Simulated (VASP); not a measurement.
# GaSb in VASP: notebook

The runs below take GaSb through single point, relaxation of cell and atoms, with PBE.

All numbers are computed with VASP 6.6.1; they aren't measurements. Logs are shortened: lines on timing, memory, paths and dates and some standing lists are left out, and cuts for length are marked.

**Experimental background.**

From a printed reference work, data compilation, for a bulk crystal of GaSb at 4.2 K: band gap 0.811 eV (direct).

The results are compared with them further down.

### Step 1. The cell of the first run

The structure is cubic, space group F-43m (No. 216). Conventional cell: a = 6.228 Å, b = 6.228 Å, c = 6.228 Å, α = 90.00°, β = 90.00°, γ = 90.00°. Ga (site symmetry -43m) has 4 Sb at 2.70 Å within 3.6 Å. Sb (site symmetry -43m) has 4 Ga at 2.70 Å within 3.6 Å.

### Step 2. Single point, PBE

The input, INCAR:

```
  ALGO = Normal
  EDIFF = 1E-7
  ENCUT = 520
  GGA = PE
  ISIF = 2
  ISMEAR = -1
  LASPH = True
  LCHARG = True
  LELF = True
  LREAL = False
  LVHAR = True
  LWAVE = False
  NBANDS = 16
  NELM = 60
  PREC = Accurate
  SIGMA = 0.1
```

The input, KPOINTS:

```
k-points
0
Gamma
  5 5 5
```

The input, POSCAR:

```
GaSb
1.0
    0.0000000000      3.1137975417      3.1137975417
    3.1137975417      0.0000000000      3.1137975417
    3.1137975417      3.1137975417      0.0000000000
Ga Sb
1 1
Direct
    0.0000000000      0.0000000000      0.0000000000
    0.2500000000      0.2500000000      0.2500000000
```

Potentials or basis: VASP PAW PBE potentials, release 64 (Ga_d, Sb).

On the command line:

```sh
> cat potpaw_PBE.64/Ga_d/POTCAR potpaw_PBE.64/Sb/POTCAR > POTCAR
> mpirun -np 1 vasp_std > vasp.out
```

OUTCAR:

```text
EDIFF = 1E-7
   ENCUT = 520
   GGA = PE
   ISIF = 2
   ISMEAR = -1
   LASPH = True
   LREAL = False
   NELM = 60
   PREC = Accurate

 ion  position               nearest neighbor table
   1  0.000  0.000  0.000-   2 2.70   2 2.70   2 2.70   2 2.70
   2  0.250  0.250  0.250-   1 2.70   1 2.70   1 2.70   1 2.70

  LATTYP: Found a face centered cubic cell.
 ALAT       =     6.2275950834

  Lattice vectors:

 A1 = (   0.0000000000,   3.1137975417,   3.1137975417)
 A2 = (   3.1137975417,   0.0000000000,   3.1137975417)
 A3 = (   3.1137975417,   3.1137975417,   0.0000000000)

Analysis of symmetry for initial positions (statically):
=====================================================================
 Subroutine PRICEL returns:
 Original cell was already a primitive cell.

 Routine SETGRP: Setting up the symmetry group for a
 face centered cubic supercell.

 Subroutine GETGRP returns: Found 24 space group operations
 (whereof 24 operations were pure point group operations)
 out of a pool of 48 trial point group operations.

The static configuration has the point symmetry T_d .

Analysis of symmetry for dynamics (positions and initial velocities):
=====================================================================
 Subroutine PRICEL returns:
 Original cell was already a primitive cell.

 Routine SETGRP: Setting up the symmetry group for a
 face centered cubic supercell.

 Subroutine GETGRP returns: Found 24 space group operations
 (whereof 24 operations were pure point group operations)
 out of a pool of 48 trial point group operations.

The dynamic configuration has the point symmetry T_d .

 Subroutine INISYM returns: Found 24 space group operations
 (whereof 24 operations are pure point group operations),
 and found     1 'primitive' translations

----------------------------------------------------------------------------------------

                                     Primitive cell

  volume of cell :      60.3811

  direct lattice vectors                    reciprocal lattice vectors
     0.000000000  3.113797542  3.113797542    -0.160575629  0.160575629  0.160575629
     3.113797542  0.000000000  3.113797542     0.160575629 -0.160575629  0.160575629
     3.113797542  3.113797542  0.000000000     0.160575629  0.160575629 -0.160575629

  length of vectors
     4.403574714  4.403574714  4.403574714     0.278125149  0.278125149  0.278125149

  position of ions in fractional coordinates (direct lattice)
     0.000000000  0.000000000  0.000000000
     0.250000000  0.250000000  0.250000000

  ion indices of the primitive-cell ions
   primitive index   ion index
                 1           1
                 2           2

----------------------------------------------------------------------------------------

 KPOINTS: k-points

Automatic generation of k-mesh.
 Grid dimensions read from file:
 generate k-points for:    5    5    5

 Generating k-lattice:

  Cartesian coordinates                     Fractional coordinates (reciprocal lattice)
    -0.032115126  0.032115126  0.032115126     0.200000000  0.000000000  0.000000000
     0.032115126 -0.032115126  0.032115126     0.000000000  0.200000000  0.000000000
     0.032115126  0.032115126 -0.032115126     0.000000000  0.000000000  0.200000000

  Length of vectors
     0.055625030  0.055625030  0.055625030

  Shift w.r.t. Gamma in fractional coordinates (k-lattice)
     0.000000000  0.000000000  0.000000000

 Subroutine IBZKPT returns following result:
 ===========================================

 Found     10 irreducible k-points:

 Following reciprocal coordinates:
            Coordinates               Weight
  0.000000  0.000000  0.000000      1.000000
  0.200000  0.000000  0.000000      8.000000
  0.400000  0.000000  0.000000      8.000000
  0.200000  0.200000  0.000000      6.000000
  0.400000  0.200000  0.000000     24.000000
 -0.400000  0.200000  0.000000     24.000000
 -0.200000  0.200000  0.000000     12.000000
  0.400000  0.400000  0.000000      6.000000
 -0.400000  0.400000  0.000000     12.000000
 -0.400000  0.400000  0.200000     24.000000
   k-points           NKPTS =     10   k-points in BZ     NKDIM =     10   number of bands    NBANDS=     16
   number of dos      NEDOS =    301   number of ions     NIONS =      2
   total plane-waves  NPLWV =  46656
   dimension x,y,z NGX =    36 NGY =   36 NGZ =   36
   dimension x,y,z NGXF=    72 NGYF=   72 NGZF=   72
   ions per type =               1   1
   NGX,Y,Z   is equivalent  to a cutoff of  13.59, 13.59, 13.59 a.u.
   NGXF,Y,Z  is equivalent  to a cutoff of  27.18, 27.18, 27.18 a.u.
 SYSTEM =  unknown system
   PREC   = accura    normal or accurate (medium, high low for compatibility)
   ISTART =      0    job   : 0-new  1-cont  2-samecut
   ICHARG =      2    charge: 1-file 2-atom 10-const
   ISPIN  =      1    spin polarized calculation?
   LNONCOLLINEAR =      F non collinear calculations
   LSORBIT =      F    spin-orbit coupling
   LASPH  =      T    aspherical Exc in radial PAW
   ENCUT  =  520.0 eV  38.22 Ry    6.18 a.u.   8.19  8.19  8.19*2*pi/ulx,y,z
   NELM   =     60;   NELMIN=  2; NELMDL= -5     # of ELM steps
   EDIFF  = 0.1E-06   stopping-criterion for ELM
   LREAL  =      F    real-space projection
   EDIFFG = 0.1E-05   stopping-criterion for IOM
   NSW    =      0    number of steps for IOM
   IBRION =     -1    ionic relax: 0-MD 1-quasi-New 2-CG
   NFREE  =      0    steps in history (QN), initial steepest desc. (CG)
   ISIF   =      2    stress and relaxation
   ISYM   =      2    0-nonsym 1-usesym 2-fastsym
   POTIM  = 0.5000    time-step for ionic-motion
   TEBEG  =    0.0;   TEEND  =   0.0 temperature during run
   PSTRESS=    0.0 pullay stress
   NELECT =      18.0000    total number of electrons
   NUPDOWN=      -1.0000    fix difference up-down
   EMIN   =  10.00;   EMAX   =-10.00  energy-range for DOS
   EFERMI =   0.00;   METHOD = LEGACY
   ISMEAR =    -1;   SIGMA  =   0.10  broadening in eV -4-tet -1-fermi 0-gaus
   EFERMI_NEDOS =   21; number of points for ismear=-14 and -15
   IALGO  =     38    algorithm
   IMIX   =      4    mixing-type and parameters
     AMIX     =   0.40;   BMIX     =  1.00
     AMIX_MAG =   1.60;   BMIX_MAG =  1.00
  volume/ion in A,a.u.               =      30.19       203.74
  Fermi-wavevector in a.u.,A,eV,Ry     =   1.093617  2.066637 16.272546  1.195998
  Thomas-Fermi vector in A             =   2.229906
   LORBIT       =      0    0 simple, 1 ext, 2 COOP (PROOUT), +10 PAW based schemes
   GGA     = PE    functional components
   LHFCALC =     F    Hartree Fock is set to
   AEXX    =    0.0000 exact exchange contribution
   IVDW    =     0    specifies the selected vdW correction
   LEPSILON=     F    determine dielectric tensor
   LRPA    =     F    only Hartree local field effects (RPA)
 non-spin polarized calculation
  energy-cutoff  :      520.00
  volume of cell :       60.38
 maximum number of plane-waves:      1639
 NGX is ok and might be reduce to    36
   NGX = 17   NGY = 17   NGZ = 17

 number of electron      17.9999991 magnetization

 Free energy of the ion-electron system (eV)
  ---------------------------------------------------
  ext. energy  EPLUGINS =         0.00000000
  ---------------------------------------------------
  free energy    TOTEN  =        -7.30627845 eV

  energy without entropy =       -7.29978637  energy(sigma->0) =       -7.30303241

 E-fermi :   4.3976     XC(G=0):  -8.8463

 val. band max:        4.3573809320   @ k =   0.0000   0.0000   0.0000
 cond. band min:       4.7188950413   @ k =   0.4000   0.0000   0.0000
 fundamental gap:      0.3615141093
 Fermi energy:         4.3976178976

 k-point     1 :       0.0000    0.0000    0.0000
  band No.  band energies     occupation
      1     -10.5895      2.00000
      2     -10.5895      2.00000
      3     -10.5895      2.00000
      4     -10.5478      2.00000
      5     -10.5478      2.00000
      6      -6.7614      2.00000
[... 8 lines left out ...]
     15      12.8401      0.00000
     16      12.8401      0.00000

 k-point     2 :       0.2000    0.0000    0.0000
  band No.  band energies     occupation
      1     -10.5972      2.00000
      2     -10.5861      2.00000
      3     -10.5861      2.00000
      4     -10.5481      2.00000
      5     -10.5481      2.00000
      6      -6.3861      2.00000
[... 8 lines left out ...]
     15      11.8475      0.00000
     16      11.8475      0.00000

 k-point     3 :       0.4000    0.0000    0.0000
  band No.  band energies     occupation
      1     -10.6093      2.00000
      2     -10.5814      2.00000
      3     -10.5814      2.00000
      4     -10.5477      2.00000
      5     -10.5477      2.00000
      6      -5.4992      2.00000
[... 8 lines left out ...]
     15      13.0660      0.00000
     16      13.0660      0.00000

 k-point     4 :       0.2000    0.2000    0.0000
  band No.  band energies     occupation
      1     -10.6031      2.00000
      2     -10.5827      2.00000
      3     -10.5827      2.00000
      4     -10.5506      2.00000
      5     -10.5466      2.00000
      6      -6.2558      2.00000
[... 8 lines left out ...]
     15      12.3602      0.00000
     16      13.3427      0.00000

 k-point     5 :       0.4000    0.2000    0.0000
  band No.  band energies     occupation
      1     -10.6130      2.00000
      2     -10.5785      2.00000
      3     -10.5774      2.00000
      4     -10.5517      2.00000
      5     -10.5461      2.00000
      6      -5.4884      2.00000
[... 8 lines left out ...]
     15      13.3607      0.00000
     16      14.0929      0.00000

 k-point     6 :      -0.4000    0.2000    0.0000
  band No.  band energies     occupation
      1     -10.6148      2.00000
      2     -10.5782      2.00000
      3     -10.5772      2.00000
      4     -10.5495      2.00000
      5     -10.5478      2.00000
      6      -5.0189      2.00000
[... 8 lines left out ...]
     15      12.6916      0.00000
     16      13.7783      0.00000

 k-point     7 :      -0.2000    0.2000    0.0000
  band No.  band energies     occupation
      1     -10.6067      2.00000
      2     -10.5823      2.00000
      3     -10.5808      2.00000
      4     -10.5493      2.00000
      5     -10.5476      2.00000
      6      -5.8096      2.00000
[... 8 lines left out ...]
     15      13.0245      0.00000
     16      13.4417      0.00000

 k-point     8 :       0.4000    0.4000    0.0000
  band No.  band energies     occupation
      1     -10.6229      2.00000
      2     -10.5713      2.00000
      3     -10.5713      2.00000
      4     -10.5561      2.00000
      5     -10.5445      2.00000
      6      -4.9457      2.00000
[... 8 lines left out ...]
     15      14.8431      0.00000
     16      15.3019      0.00000

 k-point     9 :      -0.4000    0.4000    0.0000
  band No.  band energies     occupation
      1     -10.6226      2.00000
      2     -10.5726      2.00000
      3     -10.5712      2.00000
      4     -10.5546      2.00000
      5     -10.5456      2.00000
      6      -4.5292      2.00000
[... 8 lines left out ...]
     15      13.5393      0.00000
     16      15.8176      0.00000

 k-point    10 :      -0.4000    0.4000    0.2000
  band No.  band energies     occupation
      1     -10.6188      2.00000
      2     -10.5764      2.00000
      3     -10.5724      2.00000
      4     -10.5524      2.00000
      5     -10.5468      2.00000
      6      -4.7629      2.00000
[... 8 lines left out ...]
     15      13.5161      0.00000
     16      15.7574      0.00000

------------------------ aborting loop because EDIFF is reached ----------------------------------------

  FORCE on cell =-STRESS in cart. coord.  units (eV):
  Direction    XX          YY          ZZ          XY          YZ          ZX
  --------------------------------------------------------------------------------------
  -------------------------------------------------------------------------------------
  Total        0.0111364      0.0111364      0.0111364     -0.0000000      0.0000000      0.0000000
  in kB        0.2954982      0.2954982      0.2954982     -0.0000000      0.0000000      0.0000000
  external PRESSURE =       0.2954982 kB  Pullay stress =       0.0000000 kB

 VOLUME and BASIS-vectors are now :
 -----------------------------------------------------------------------------
  energy-cutoff  :      520.00
  volume of cell :       60.38
      direct lattice vectors                 reciprocal lattice vectors
     0.000000000  3.113797542  3.113797542    -0.160575629  0.160575629  0.160575629
     3.113797542  0.000000000  3.113797542     0.160575629 -0.160575629  0.160575629
     3.113797542  3.113797542  0.000000000     0.160575629  0.160575629 -0.160575629

 POSITION                                       TOTAL-FORCE (eV/Angst)
 -----------------------------------------------------------------------------------
      0.00000      0.00000      0.00000         0.000000      0.000000      0.000000
      1.55690      1.55690      1.55690        -0.000000     -0.000000     -0.000000
 -----------------------------------------------------------------------------------
    total drift:                                0.000001      0.000001      0.000001

  FREE ENERGIE OF THE ION-ELECTRON SYSTEM (eV)
  ---------------------------------------------------
  free  energy   TOTEN  =        -7.3062784536 eV

  energy  without entropy=       -7.2997863728  energy(sigma->0) =       -7.30303241
```

It took 26 s on 1 thread of Intel Xeon 8259CL, shared host; peak memory 0.2 GiB.

Results:

```yaml
Free_energy: -7.3063 eV
Pressure: 0.0 GPa
Band_gap_on_the_k_mesh: zero (filled and empty bands touch)
```

Caveat: semilocal functionals underestimate gaps, so a narrow gap can read as zero; spin-orbit coupling is left out, which moves the levels of the heavy elements.

### Step 3. Relaxation of cell and atoms, PBE

This run uses another cell than the first one, of 28.82 Å³/atom.

The input, INCAR:

```
SYSTEM = GaSb
PREC = Accurate
ENCUT = 600
EDIFF = 1E-6
ISMEAR = -1
SIGMA = 0.1
LREAL = .FALSE.
LASPH = .TRUE.
NELM = 100
ALGO = Normal
ISIF = 3
LWAVE = .FALSE.
LCHARG = .FALSE.
GGA = PE
IBRION = 2
NSW = 60
EDIFFG = -0.01
```

The input, KPOINTS:

```
Automatic mesh
0
G
  5 5 5
  0 0 0
```

The input, POSCAR:

```
GaSb
1.0
    0.0000000000      3.0660330000      3.0660330000
    3.0660330000      0.0000000000      3.0660330000
    3.0660330000      3.0660330000      0.0000000000
Ga Sb
1 1
Direct
    0.0000000000      0.0000000000      0.0000000000
    0.2500000000      0.2500000000      0.2500000000
```

Potentials or basis: VASP PAW PBE potentials, release 64 (Ga_d, Sb).

On the command line:

```sh
> cat potpaw_PBE.64/Ga_d/POTCAR potpaw_PBE.64/Sb/POTCAR > POTCAR
> mpirun -np 1 vasp_std > vasp.out
```

It took 40 s on 1 thread of Intel Xeon 8259CL, shared host; peak memory 0.21 GiB.

The run converged. Its results:

| Property | Result |
| --- | --- |
| Free energy | -7.3058 eV |
| Relaxed volume | 30.20 Å³/atom |
| Relaxed cell | a = 4.404 Å, b = 4.404 Å, c = 4.404 Å, α = 60.00°, β = 60.00°, γ = 60.00° |
| Space group after relaxing (to 0.1 Å) | F-43m (No. 216) |
| Energy gained by relaxing | 9.3 meV/atom |
| Ionic steps | 3 |
| Pressure after relaxing | 0.0 GPa |
| Band gap on the k mesh | zero (filled and empty bands touch) |

The path:
```
step  energy change (eV)  largest force (eV/Å)  pressure (GPa)  volume (Å³)
   1              0.0000                0.0000            2.24        57.64
   2             -0.0176                0.0000           -0.47        61.08
   3             -0.0186                0.0000           -0.01        60.40
```

Final structure:
```xyz
2
Lattice="0.0000 3.1142 3.1142 3.1142 0.0000 3.1142 3.1142 3.1142 0.0000" Properties=species:S:1:pos:R:3 pbc="T T T"
Ga    0.0000    0.0000    0.0000
Sb    1.5571    1.5571    1.5571
```

Levels at points of the mesh, in eV from the Fermi level:
| k point | band 5 | band 6 | band 7 | band 8 | band 9 | band 10 | band 11 | band 12 | band 13 |
| --- | --- | --- | --- | --- | --- | --- | --- | --- | --- |
| (0.00, 0.00, 0.00) | -14.95 | -11.16 | -0.38 | -0.04 | -0.04 | -0.04 | 2.74 | 2.74 | 2.74 |

Caveat: semilocal functionals underestimate gaps, so a narrow gap can read as zero; spin-orbit coupling is left out, which moves the levels of the heavy elements.

(Part 1 of 2 ends here.)
